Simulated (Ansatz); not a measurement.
**Strain and the gap of MgO (rocksalt)**

Rocksalt MgO, relaxed with r2SCAN in the plane-wave code Ansatz. Space group Fm-3m (No. 225), cubic; conventional cell a = 4.204 Å, 9.29 Å³ an atom. Around Mg lie 6 O at 2.10 Å; around O lie 6 Mg at 2.10 Å.

The axes x, y and z are those of this cell:
```xyz
2
Lattice="0.0000 2.1022 2.1022 2.1022 0.0000 2.1022 2.1022 2.1022 0.0000" Properties=species:S:1:pos:R:3 pbc="T T T"
Mg    0.0000    0.0000    0.0000
O     2.1022    2.1022    2.1022
```

Unstrained: With PBE the gap is 4.797 eV and direct, at Γ. With r2SCAN the gap is 5.685 eV and direct, at Γ. With HSE06 the gap is 6.541 eV and direct, at Γ. Meshes: PBE 10×10×10, r2SCAN 10×10×10, HSE06 8×8×8. Strains are changes of length per length. After each strain the atoms were relaxed again with r2SCAN within the symmetry that the strain leaves, so tilts or polar shifts that break it weren't tested; points keep the names that they have in the unstrained zone. Spin-unpolarised throughout; all numbers are computed.

Changes of the least gap in eV (an overlap counts as a negative gap):
```csv
strain,volume change (%),space group,PBE,r2SCAN,HSE06,G0W0@PBE (mesh),"energy rise, r2SCAN (meV/atom)"
uniaxial -4.0 % along z,-4.0,I4/mmm,+0.366,+0.382,+0.394,+0.46,17.1
uniaxial -3.0 % along z,-3.0,I4/mmm,+0.274,+0.286,+0.295,+0.34,9.2
uniaxial -2.0 % along z,-2.0,I4/mmm,+0.182,+0.190,+0.197,+0.23,3.9
uniaxial -1.0 % along z,-1.0,I4/mmm,+0.091,+0.095,+0.098,+0.11,1.0
uniaxial +1.0 % along z,+1.0,I4/mmm,-0.112,-0.116,-0.126,-0.14,0.9
uniaxial +2.0 % along z,+2.0,I4/mmm,-0.221,-0.230,-0.249,-0.28,3.3
uniaxial +3.0 % along z,+3.0,I4/mmm,-0.329,-0.342,-0.371,-0.42,7.2
uniaxial +4.0 % along z,+4.0,I4/mmm,-0.433,-0.452,-0.489,-0.55,12.2
```
Unstrained, G0W0@PBE with 77 empty bands, a screening cutoff of 150 eV and a 6×6×6 mesh gives 7.23 eV on its mesh; the band count follows the volume. The G0W0 figures hold for the stated bands, cutoff and mesh and aren't extrapolated.

Uniaxial -4.0 % along z, other directions held. HSE06: the gap goes from 6.541 to 6.935 eV (+0.394 eV); with r2SCAN the top three valence levels at Γ, degenerate before, become 2+1 from the top over 89 meV. Stress change with r2SCAN, compression positive: xx +4.10, yy +4.10, zz +15.97 GPa.

Uniaxial -3.0 % along z, other directions held. HSE06: the gap goes from 6.541 to 6.836 eV (+0.295 eV); with r2SCAN the top three valence levels at Γ, degenerate before, become 2+1 from the top over 67 meV. Stress change with r2SCAN, compression positive: xx +3.02, yy +3.02, zz +11.24 GPa.

Uniaxial -2.0 % along z, other directions held. HSE06: the gap goes from 6.541 to 6.738 eV (+0.197 eV); with r2SCAN the top three valence levels at Γ, degenerate before, become 2+1 from the top over 44 meV. Stress change with r2SCAN, compression positive: xx +1.97, yy +1.97, zz +7.04 GPa.

Uniaxial -1.0 % along z, other directions held. HSE06: the gap goes from 6.541 to 6.639 eV (+0.098 eV); with r2SCAN the top three valence levels at Γ, degenerate before, become 2+1 from the top over 22 meV. Stress change with r2SCAN, compression positive: xx +0.97, yy +0.97, zz +3.31 GPa.

Uniaxial +1.0 % along z, other directions held. HSE06: the gap goes from 6.541 to 6.415 eV (-0.126 eV); with r2SCAN the top three valence levels at Γ, degenerate before, become 1+2 from the top over 21 meV. Stress change with r2SCAN, compression positive: xx -0.93, yy -0.93, zz -2.92 GPa.

Uniaxial +2.0 % along z, other directions held. HSE06: the gap goes from 6.541 to 6.292 eV (-0.249 eV); with r2SCAN the top three valence levels at Γ, degenerate before, become 1+2 from the top over 42 meV. Stress change with r2SCAN, compression positive: xx -1.82, yy -1.82, zz -5.50 GPa.

Uniaxial +3.0 % along z, other directions held. HSE06: the gap goes from 6.541 to 6.170 eV (-0.371 eV); with r2SCAN the top three valence levels at Γ, degenerate before, become 1+2 from the top over 61 meV. Stress change with r2SCAN, compression positive: xx -2.68, yy -2.68, zz -7.76 GPa.

Uniaxial +4.0 % along z, other directions held. HSE06: the gap goes from 6.541 to 6.052 eV (-0.489 eV); with r2SCAN the top three valence levels at Γ, degenerate before, become 1+2 from the top over 80 meV. Stress change with r2SCAN, compression positive: xx -3.50, yy -3.50, zz -9.74 GPa.

The meshes of the hybrids are coarse, so their gaps aren't converged to the digits shown.

The splittings at Γ are without spin-orbit coupling, which regroups them where it is of like size or larger.
